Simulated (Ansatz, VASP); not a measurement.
One calculation of CaO, two programs

```
Ca O
1.0
     2.81698    0.00000    0.00000
     0.00000    2.90321    0.00000
     0.00000    0.00000    2.90321
Ca O
1 1
Direct
  0.00000 0.00000 0.00000
  0.50000 0.50000 0.50000
```

Change from the starting cell: uniaxial_x strain -3.0%.

Alike in both runs: task single point; functional PBE; k mesh 8 × 8 × 8; occupations fermi-dirac, width 0.02 eV; no spin polarisation.

|  | VASP | Ansatz |
| --- | --- | --- |
| version | VASP 6.6.1 | Ansatz 0.2.0 |
| potentials or method | VASP PAW PBE potentials, release 64 (Ca_sv, O) | plane waves, PAW |
| plane-wave cutoff (eV) | 520 | 420 |
| valence electrons in the cell | 16 | 16 |

```csv
,VASP,Ansatz,Ansatz less VASP
gap on the k mesh at the Fermi level (eV),2.56,2.57,+0.016
pressure (GPa),8.4,7.6,-0.78
largest component of the traceless stress (GPa),8.13,8.12,-0.012
```

A k mesh can miss the band edges.
